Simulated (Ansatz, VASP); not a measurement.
# Mg: VASP beside Ansatz

The input INCAR:

```
SYSTEM = Mg
ALGO = Normal
EDIFF = 1E-6
ENCUT = 520
GGA = PE
ISIF = 2
ISMEAR = 0
LASPH = .TRUE.
LCHARG = .FALSE.
LREAL = .FALSE.
LWAVE = .FALSE.
NBANDS = 7
NELM = 80
PREC = Accurate
SIGMA = 0.15
```

Contents of KPOINTS:

```
k-points
0
G
  18 18 18
  0 0 0
```

File POSCAR:

```
Mg
1.0
   -1.9640500000      1.9640500000      1.5685000000
    1.9640500000     -1.9640500000      1.5685000000
    1.9640500000      1.9640500000     -1.5685000000
Mg
1
Direct
    0.0000000000      0.0000000000      0.0000000000
```

Input for Ansatz:

```yaml
crystal:
  lattice:
    - [-1.96405, 1.96405, 1.5685]
    - [1.96405, -1.96405, 1.5685]
    - [1.96405, 1.96405, -1.5685]
  atoms:
    - { symbol: Mg, position: [0.0, 0.0, 0.0] }
basis:
  ecutwfc: 520.0
kpoints:
  mp_grid: { grid: [18, 18, 18] }
hamiltonian:
  xc: pbe
  pseudopotentials: { kind: paw }
scf:
  occupations: { method: gaussian, width: 0.15 }
output:
  forces: true
  stress: true
  eigenvalues: true
```

Alike in both runs: task single point; functional PBE; k mesh 18 × 18 × 18; occupations gaussian, width 0.15 eV; no spin polarisation.

```csv
,VASP,Ansatz
version,VASP 6.6.1,Ansatz 0.2.0
potentials or method,"VASP PAW PBE potentials, release 64 (Mg)","scalar-relativistic, plane waves, PAW"
plane-wave cutoff (eV),520,520
valence electrons in the cell,2,10
```

|  | VASP | Ansatz | Ansatz less VASP |
| --- | --- | --- | --- |
| gap on the k mesh at the Fermi level (eV) | none | none | - |
| pressure (GPa) | -1.1 | -0.9 | +0.11 |
| largest component of the traceless stress (GPa) | 1.81 | 1.82 | +0.010 |

A gap of «none» marks a metal or a gap that the smearing closes. The two sets of potentials don't hold the same shells in valence.
